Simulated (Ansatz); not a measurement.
# Two structures of ZrO₂ under several functionals

Plane-wave DFT in Ansatz with scalar-relativistic PAW potentials (420 eV, r2SCAN 500 eV). Each structure was relaxed within its symmetry at each level.
A. P4_2/nmc, 6 atoms in the computed cell, a = 3.557 Å, c = 5.111 Å; sites (symmetry × multiplicity) Zr -4m2 × 2, O 2mm. × 4
B. Fm-3m, 3 atoms in the computed cell, a = 5.026 Å; sites (symmetry × multiplicity) Zr m-3m × 4, O -43m × 8
(cells at LDA)

Does the choice of functional change which is lower?

| level | E(B) − E(A) (meV/atom) | V(A) (Å³/atom) | V(B) (Å³/atom) |
| --- | --- | --- | --- |
| LDA | 14.8 | 10.78 | 10.58 |
| r2SCAN | 29.5 | 11.30 | 10.98 |
| PBE+D3(BJ) | 26.3 | 11.29 | 10.97 |
| PBEsol | 21.4 | 11.09 | 10.82 |

No: at every level A is lower; the difference varies by 15 meV/atom between levels.